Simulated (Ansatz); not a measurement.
Born–Oppenheimer molecular dynamics of a periodic cell of 16 atoms, C (start crystal C, start structure diamond, volume 1.1 times the crystal's). It goes on from the last frame of an earlier run, with new velocities.

Theory: DFT PBE, scalar-relativistic, plane waves, PAW in Ansatz 0.2.0. Settings: cutoff 420 eV, k mesh 3x3x3, fermi-dirac smearing 0.24 eV, no spin polarisation.

```json
{"ensemble": "NVT, Langevin thermostat", "time step": "1 fs", "steps asked": "120", "set temperature": "2240 K", "friction": "0.02 /fs", "temperature schedule": "90 steps to 300 K, then 30 steps to 300 K", "seed": "189912"}
```

Frames 2 fs apart, positions in Å, forces in eV/Å.

Velocities at 20.0 fs (Å/ps):

```
C 3.55 -5.63 -7.33
C -5.71 -9.34 10.38
C -17.52 -23.00 -5.77
C 1.70 12.01 12.73
C -4.07 -3.62 6.13
C -3.04 17.52 8.42
C -2.55 -16.10 3.03
C 8.58 0.10 -3.63
C -9.72 18.15 -3.71
C -7.84 -5.02 25.60
C 9.06 -24.07 15.84
C 8.13 -2.25 -10.78
C -24.98 -0.31 -14.15
C -1.89 -12.81 -2.93
C -0.98 -12.55 8.38
C -9.83 12.08 -5.29
```

```xyz
16
Lattice="0.0000 3.6852 3.6852 3.6852 0.0000 3.6852 3.6852 3.6852 0.0000" Properties=species:S:1:pos:R:3:forces:R:3 time_fs=20.0 energy_less_start_eV=1.002 T=1835
C -0.275 -0.071 -0.176 3.93 -0.35 1.61
C 0.747 0.935 0.758 2.68 -5.93 -0.04
C 1.810 1.770 -0.025 -2.22 -0.89 -1.24
C 2.619 2.836 0.873 -1.42 -3.76 -0.04
C 1.732 -0.144 1.614 -2.84 0.57 3.41
C 2.493 0.764 2.644 2.72 0.33 -1.36
C 3.428 1.809 1.770 2.83 -2.03 0.69
C 4.384 2.455 2.819 2.47 4.49 -3.29
C -0.084 1.648 1.711 -0.80 1.08 4.16
C 0.856 2.540 2.655 -3.00 1.36 2.13
C 1.571 3.514 1.857 4.84 4.54 -1.42
C 2.705 4.482 2.789 -1.12 -1.91 -0.96
C 1.866 1.693 3.676 -6.67 -0.71 -1.80
C 2.693 2.581 4.545 -0.68 0.89 1.19
C 3.616 3.392 3.735 -0.12 5.51 -2.79
C 4.474 4.575 4.622 -0.60 -3.18 -0.24
16
Lattice="0.0000 3.6852 3.6852 3.6852 0.0000 3.6852 3.6852 3.6852 0.0000" Properties=species:S:1:pos:R:3:forces:R:3 time_fs=22.0 energy_less_start_eV=0.479 T=2086
C -0.260 -0.085 -0.190 2.92 0.05 3.04
C 0.743 0.905 0.784 2.43 -4.98 -0.57
C 1.766 1.724 -0.044 -0.67 0.08 -0.48
C 2.620 2.849 0.902 -1.48 -5.11 -0.95
C 1.712 -0.148 1.628 -2.35 0.37 3.45
C 2.491 0.797 2.658 2.73 -1.36 -2.19
C 3.427 1.772 1.778 2.66 -0.41 0.47
C 4.406 2.462 2.810 1.74 3.94 -3.16
C -0.102 1.685 1.710 -0.26 -0.94 4.01
C 0.840 2.539 2.705 -2.96 1.99 0.37
C 1.597 3.474 1.881 4.21 5.81 -2.00
C 2.723 4.479 2.764 -2.15 -2.08 -0.02
C 1.811 1.695 3.642 -5.16 -0.57 0.12
C 2.687 2.557 4.537 -1.48 1.92 1.06
C 3.613 3.376 3.745 0.18 5.79 -3.36
C 4.454 4.589 4.614 -0.34 -4.48 0.22
16
Lattice="0.0000 3.6852 3.6852 3.6852 0.0000 3.6852 3.6852 3.6852 0.0000" Properties=species:S:1:pos:R:3:forces:R:3 time_fs=24.0 energy_less_start_eV=-0.237 T=2352
C -0.246 -0.112 -0.200 1.83 0.83 4.24
C 0.747 0.860 0.818 1.70 -3.27 -1.36
C 1.725 1.679 -0.071 0.47 0.70 0.32
C 2.621 2.848 0.932 -1.15 -5.90 -2.16
C 1.679 -0.154 1.651 -1.29 0.06 3.18
C 2.497 0.826 2.655 2.22 -2.69 -1.89
C 3.428 1.736 1.780 2.40 1.05 0.35
C 4.435 2.486 2.785 0.77 3.01 -2.45
C -0.112 1.716 1.728 0.02 -2.55 3.00
C 0.820 2.546 2.755 -2.77 2.62 -1.71
C 1.629 3.459 1.891 3.07 5.83 -1.74
C 2.731 4.470 2.733 -2.83 -1.83 1.05
C 1.743 1.696 3.616 -2.70 -0.88 1.75
C 2.676 2.542 4.527 -1.93 2.46 1.02
C 3.606 3.380 3.747 0.32 5.30 -3.62
C 4.435 4.576 4.615 -0.14 -4.75 0.00
16
Lattice="0.0000 3.6852 3.6852 3.6852 0.0000 3.6852 3.6852 3.6852 0.0000" Properties=species:S:1:pos:R:3:forces:R:3 time_fs=26.0 energy_less_start_eV=-0.878 T=2792
C -0.239 -0.136 -0.197 1.02 1.53 5.00
C 0.756 0.807 0.850 0.63 -1.02 -2.15
C 1.690 1.636 -0.102 1.12 1.19 1.14
C 2.627 2.836 0.961 -0.76 -6.24 -3.46
C 1.645 -0.156 1.688 0.12 -0.41 2.17
C 2.506 0.846 2.635 1.26 -3.40 -0.55
C 3.444 1.701 1.776 1.76 2.31 0.22
C 4.462 2.517 2.744 -0.01 1.79 -1.10
C -0.127 1.742 1.759 0.37 -3.55 1.41
C 0.792 2.562 2.795 -2.40 2.77 -3.51
C 1.664 3.463 1.889 1.59 5.09 -1.17
C 2.730 4.458 2.701 -3.20 -1.25 2.02
C 1.666 1.688 3.594 0.29 -1.11 2.91
C 2.666 2.540 4.520 -2.25 2.41 0.91
C 3.596 3.403 3.732 0.18 4.03 -3.33
C 4.417 4.539 4.611 0.28 -4.13 -0.52
16
Lattice="0.0000 3.6852 3.6852 3.6852 0.0000 3.6852 3.6852 3.6852 0.0000" Properties=species:S:1:pos:R:3:forces:R:3 time_fs=28.0 energy_less_start_eV=-1.254 T=2954
C -0.232 -0.153 -0.180 0.37 2.07 5.24
C 0.763 0.753 0.871 -0.31 1.11 -2.57
C 1.666 1.600 -0.129 1.34 1.65 1.74
C 2.629 2.809 0.980 -0.27 -6.22 -4.55
C 1.628 -0.157 1.737 1.37 -0.65 0.21
C 2.522 0.849 2.613 0.20 -3.31 1.19
C 3.469 1.681 1.770 0.96 2.62 -0.07
C 4.487 2.547 2.690 -0.72 0.33 0.84
C -0.141 1.759 1.792 0.31 -3.63 -0.31
C 0.759 2.586 2.825 -1.52 1.80 -4.60
C 1.704 3.468 1.879 -0.31 4.20 -0.58
C 2.714 4.444 2.676 -2.88 -0.44 2.52
C 1.593 1.670 3.583 2.75 -0.83 3.25
C 2.652 2.557 4.512 -2.03 1.53 1.05
C 3.587 3.436 3.695 -0.36 2.30 -2.44
C 4.392 4.481 4.599 1.09 -2.53 -0.92
16
Lattice="0.0000 3.6852 3.6852 3.6852 0.0000 3.6852 3.6852 3.6852 0.0000" Properties=species:S:1:pos:R:3:forces:R:3 time_fs=30.0 energy_less_start_eV=-1.127 T=2891
C -0.217 -0.161 -0.144 -0.54 2.34 4.87
C 0.766 0.695 0.888 -1.03 3.26 -2.83
C 1.650 1.571 -0.153 1.40 2.05 2.45
C 2.633 2.769 0.983 -0.29 -5.62 -4.69
C 1.615 -0.150 1.791 2.87 -0.63 -2.28
C 2.533 0.835 2.597 -0.47 -2.27 2.98
C 3.492 1.676 1.774 0.18 1.99 -0.68
C 4.508 2.576 2.638 -1.79 -1.40 3.00
C -0.152 1.768 1.824 -0.17 -3.05 -1.75
C 0.716 2.616 2.845 0.13 -0.13 -4.92
C 1.741 3.489 1.869 -2.12 2.48 -0.68
C 2.682 4.426 2.659 -1.78 0.81 2.63
C 1.526 1.649 3.588 4.36 -0.01 2.80
C 2.634 2.591 4.511 -1.54 0.03 1.03
C 3.578 3.473 3.643 -1.15 0.38 -0.95
C 4.369 4.418 4.587 1.95 -0.22 -1.00
16
Lattice="0.0000 3.6852 3.6852 3.6852 0.0000 3.6852 3.6852 3.6852 0.0000" Properties=species:S:1:pos:R:3:forces:R:3 time_fs=32.0 energy_less_start_eV=-0.443 T=2337
C -0.202 -0.164 -0.090 -1.27 2.11 3.42
C 0.765 0.646 0.882 -1.18 4.83 -1.97
C 1.641 1.543 -0.163 1.32 2.66 2.65
C 2.638 2.717 0.967 -0.84 -4.47 -3.85
C 1.609 -0.142 1.840 4.09 -0.10 -5.03
C 2.544 0.809 2.590 -0.75 -0.81 4.36
C 3.509 1.680 1.776 -0.30 0.92 -1.06
C 4.524 2.604 2.593 -3.09 -3.33 5.09
C -0.164 1.772 1.853 -0.70 -2.20 -3.00
C 0.681 2.648 2.846 1.53 -2.27 -4.39
C 1.764 3.510 1.855 -3.35 0.37 -1.28
C 2.650 4.409 2.648 -0.41 2.17 2.50
C 1.474 1.628 3.609 5.33 1.26 1.68
C 2.610 2.628 4.506 -0.87 -1.47 1.18
C 3.569 3.512 3.588 -1.71 -1.47 0.59
C 4.362 4.366 4.577 2.21 1.80 -0.89
16
Lattice="0.0000 3.6852 3.6852 3.6852 0.0000 3.6852 3.6852 3.6852 0.0000" Properties=species:S:1:pos:R:3:forces:R:3 time_fs=34.0 energy_less_start_eV=0.311 T=1892
C -0.192 -0.157 -0.021 -1.52 0.83 0.59
C 0.763 0.618 0.873 -0.93 5.71 -0.50
C 1.632 1.519 -0.162 1.20 3.25 2.71
C 2.634 2.659 0.941 -1.24 -2.90 -2.56
C 1.615 -0.146 1.873 4.57 0.71 -6.87
C 2.558 0.782 2.596 -0.88 0.43 5.23
C 3.522 1.683 1.779 -0.81 -0.14 -1.26
C 4.525 2.616 2.564 -3.96 -4.40 6.30
C -0.178 1.770 1.861 -0.84 -1.21 -3.30
C 0.660 2.672 2.836 1.91 -3.52 -3.29
C 1.773 3.535 1.834 -4.23 -1.94 -1.69
C 2.615 4.394 2.648 0.85 3.43 1.81
C 1.443 1.607 3.638 5.77 2.64 0.19
C 2.581 2.667 4.499 -0.24 -2.88 1.29
C 3.552 3.549 3.536 -1.66 -3.03 2.14
C 4.363 4.332 4.567 2.02 3.03 -0.80
16
Lattice="0.0000 3.6852 3.6852 3.6852 0.0000 3.6852 3.6852 3.6852 0.0000" Properties=species:S:1:pos:R:3:forces:R:3 time_fs=36.0 energy_less_start_eV=0.600 T=1717
C -0.185 -0.145 0.048 -1.82 -1.03 -2.65
C 0.765 0.614 0.870 -0.76 6.06 0.80
C 1.627 1.504 -0.151 1.02 3.77 2.53
C 2.621 2.593 0.915 -1.29 -0.84 -1.36
C 1.630 -0.143 1.877 3.86 0.23 -6.48
C 2.570 0.754 2.619 -0.79 1.62 5.22
C 3.528 1.692 1.777 -1.18 -1.50 -0.91
C 4.517 2.608 2.556 -3.82 -3.67 6.00
C -0.196 1.763 1.858 -0.77 -0.33 -3.08
C 0.640 2.681 2.811 1.96 -3.65 -1.68
C 1.766 3.555 1.812 -4.63 -3.80 -1.72
C 2.583 4.390 2.654 1.68 3.78 0.92
C 1.430 1.592 3.667 5.78 3.58 -1.32
C 2.543 2.699 4.497 0.47 -3.94 1.21
C 3.530 3.572 3.507 -1.33 -4.05 2.95
C 4.365 4.309 4.553 1.63 3.78 -0.42
16
Lattice="0.0000 3.6852 3.6852 3.6852 0.0000 3.6852 3.6852 3.6852 0.0000" Properties=species:S:1:pos:R:3:forces:R:3 time_fs=38.0 energy_less_start_eV=0.222 T=1988
C -0.179 -0.134 0.105 -2.23 -2.57 -5.27
C 0.767 0.634 0.872 -0.82 5.58 1.86
C 1.628 1.502 -0.127 0.67 4.15 1.92
C 2.603 2.527 0.885 -1.00 1.33 -0.28
C 1.650 -0.130 1.866 2.25 -1.00 -4.64
C 2.569 0.734 2.668 -0.40 2.43 4.25
C 3.529 1.700 1.767 -1.37 -2.68 0.07
C 4.501 2.591 2.573 -3.01 -1.85 4.49
C -0.219 1.756 1.847 -0.48 0.32 -2.51
C 0.630 2.675 2.781 1.84 -3.07 -0.42
C 1.738 3.568 1.775 -4.07 -4.64 -0.57
C 2.553 4.399 2.666 1.85 2.98 -0.55
C 1.442 1.585 3.684 5.24 4.00 -2.32
C 2.507 2.722 4.502 1.19 -4.51 0.92
C 3.501 3.583 3.492 -0.72 -4.45 3.39
C 4.367 4.303 4.543 1.05 3.99 -0.33
16
Lattice="0.0000 3.6852 3.6852 3.6852 0.0000 3.6852 3.6852 3.6852 0.0000" Properties=species:S:1:pos:R:3:forces:R:3 time_fs=40.0 energy_less_start_eV=-0.472 T=2444
C -0.174 -0.132 0.144 -2.22 -3.01 -6.86
C 0.769 0.677 0.883 -1.41 3.96 2.21
C 1.628 1.513 -0.094 0.33 4.19 0.69
C 2.584 2.474 0.845 -0.45 3.09 1.11
C 1.663 -0.120 1.842 0.94 -1.42 -1.88
C 2.569 0.728 2.735 -0.34 2.23 2.29
C 3.526 1.704 1.750 -1.43 -3.34 1.18
C 4.470 2.575 2.606 -2.04 -0.18 2.53
C -0.248 1.757 1.823 0.11 0.51 -1.53
C 0.631 2.656 2.743 1.65 -2.01 0.55
C 1.700 3.567 1.733 -3.02 -4.59 1.06
C 2.530 4.421 2.676 1.41 1.55 -1.94
C 1.471 1.582 3.698 4.29 4.00 -3.13
C 2.475 2.728 4.508 1.77 -4.49 0.55
C 3.467 3.586 3.489 -0.12 -4.33 3.28
C 4.363 4.307 4.527 0.53 3.84 -0.11
16
Lattice="0.0000 3.6852 3.6852 3.6852 0.0000 3.6852 3.6852 3.6852 0.0000" Properties=species:S:1:pos:R:3:forces:R:3 time_fs=42.0 energy_less_start_eV=-1.053 T=2712
C -0.172 -0.139 0.161 -1.94 -2.46 -7.21
C 0.762 0.736 0.902 -1.89 1.42 1.95
C 1.629 1.536 -0.061 -0.51 3.70 -0.80
C 2.555 2.436 0.807 0.76 4.51 2.64
C 1.683 -0.120 1.816 -0.83 -0.86 0.69
C 2.561 0.733 2.804 0.16 1.38 -0.06
C 3.524 1.703 1.734 -1.53 -3.36 2.01
C 4.431 2.562 2.644 -1.16 0.98 0.73
C -0.284 1.768 1.793 0.98 0.18 -0.41
C 0.639 2.637 2.700 1.29 -0.85 1.22
C 1.655 3.552 1.692 -1.87 -3.88 2.46
C 2.508 4.454 2.681 1.11 -0.28 -2.58
C 1.513 1.590 3.695 2.73 3.49 -3.20
C 2.448 2.716 4.514 2.35 -3.78 0.02
C 3.429 3.579 3.500 0.52 -3.52 2.58
C 4.364 4.324 4.511 -0.18 3.33 -0.04
```

Of the whole run (120 fs, mean temperature of the second half 1644 K): The schedule's set-point averaged 464 K over the second half and the system 1644 K, so it lags behind the ramp. A run of 0.12 ps of so small a system gives no equilibrium averages.

Time of the run: 9.9 min on 1 thread of Arm Neoverse V2, on a shared host, peak memory 0.35 GiB.
